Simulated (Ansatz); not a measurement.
# AlBP2: the cost of one run

Computed with Ansatz 0.2.0 (DFT PBE, scalar-relativistic, plane waves, PAW, unless a step's input says otherwise).

### 1 The system as given

The structure is tetragonal, space group P-4m2 (No. 115). The conventional cell has a = 3.553 Å, b = 3.553 Å, c = 5.024 Å, α = 90.00°, β = 90.00°, γ = 90.00°. Al (site symmetry -4m2) has 4 P at 2.18 Å as nearest neighbours. Around B (site symmetry -4m2) lie 4 P at 2.18 Å. P (site symmetry 2mm) is surrounded by 2 Al at 2.18 Å and 2 B at 2.18 Å.

Structure file:

```
CELL_PARAMETERS angstrom
3.55250 0.00000 0.00000
0.00000 3.55250 0.00000
0.00000 0.00000 5.02400
ATOMIC_POSITIONS crystal
Al 0.00000 0.00000 0.00000
B 0.50000 0.50000 0.50000
P 0.00000 0.50000 0.75000
P 0.50000 0.00000 0.25000
```

The start is an ordering of an alloy on its end members' structure types: elements ordered on the sites of the BP type, B/Al on B (P-4m2, No. 115).

### 2 A first look at the guess

input.yaml reads:

```yaml
crystal:
  lattice:
    - [3.55250337, 0.0, 0.0]
    - [0.0, 3.55250337, 0.0]
    - [0.0, 0.0, 5.02399844]
  atoms:
    - { symbol: Al, position: [0.0, 0.0, 0.0] }
    - { symbol: B, position: [0.5, 0.5, 0.5] }
    - { symbol: P, position: [0.0, 0.5, 0.75] }
    - { symbol: P, position: [0.5, 0.0, 0.25] }
basis:
  ecutwfc: 420
kpoints:
  mp_grid: { grid: [6, 6, 4] }
hamiltonian:
  xc: pbe
scf:
  occupations: { method: gaussian, width: 0.1 }
  lower_state_search: "off"
output:
  forces: true
  stress: true
  eigenvalues: true
```

The run is started by

```bash
$ ansatz run input.yaml --threads 1 --pin off --max-ram 2560MiB --backend cpu --events-out ev --progress --plain --runs-dir out
```

**Question.** How long does this run take on 1 thread of AMD EPYC 7R43 (Zen 3), shared host, and how much memory does it need?

About 3 s, with a peak of 0.38 GiB.
